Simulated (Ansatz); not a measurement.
Space group P6_3/mmc (No. 194). a = 2.568 Å, b = 2.568 Å, c = 4.194 Å, α = 90.00°, β = 90.00°, γ = 120.00°
```json
{"atom": "Cu", "site": "2c", "symmetry": "-6m2", "x": "0.3333", "y": "0.6667", "z": "0.2500"}
```

Equation of state of this Cu structure (not necessarily the ground state), with shape and atoms relaxed at each volume where symmetry leaves them free. It has no gap at any of these volumes. Level of theory: Ansatz 0.2.0, DFT PBE, scalar-relativistic, plane waves, PAW.

Settings: cutoff 420 eV, Γ-centred mesh 18×18×10 on the computed 2-atom cell, Gaussian smearing of 0.10 eV; no spin polarisation.

```
V (Å³/atom) E − E(largest V) (meV/atom) P (GPa)
     10.538                        53.67    24.52
     10.897                         7.81    16.64
     11.256                       -21.90    10.07
     11.616                       -38.14     4.58
     11.975                       -43.09     0.00
     12.334                       -38.63    -3.82
     12.693                       -26.32    -7.01
     13.172                         0.00   -10.43
```

Problem. Fit a third-order Birch–Murnaghan equation to E(V).

Solution. V0 = 11.97 Å³/atom, B0 = 139 GPa, B0' = 5.0.

This form isn't the element's structure at ambient conditions.